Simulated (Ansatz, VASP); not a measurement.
# One calculation of Ti, two programs

```
CELL_PARAMETERS angstrom
-1.64100 1.64100 1.64100
1.64100 -1.64100 1.64100
1.64100 1.64100 -1.64100
ATOMIC_POSITIONS crystal
Ti 0.00000 0.00000 0.00000
```

This isn't the form of Ti at room conditions, which is hcp.

Alike in both runs: task single point; functional LDA; k mesh 11 × 11 × 11; occupations gaussian, width 0.05 eV; no spin polarisation.

|  | VASP | Ansatz |
| --- | --- | --- |
| version | VASP 6.6.1 | Ansatz 0.2.0 |
| potentials or method | VASP PAW LDA potentials, release 64 (Ti_sv_GW) | Ansatz PAW |
| plane-wave cutoff (eV) | 550 | 420 |
| valence electrons in the cell | 12 | 12 |

Ansatz gave:

| Property | Result |
| --- | --- |
| gap on the k mesh at the Fermi level (eV) | none |
| pressure (GPa) | -11.2 |

Estimate VASP's values.

gap on the k mesh at the Fermi level (eV): none; pressure (GPa): -12.3.

A gap of «none» marks a metal or a gap that the smearing closes.

Caveats: the PAW data sets come from PBE, with cores solved anew for the run's functional, which leaves a small shift of forces and pressure (Ansatz).
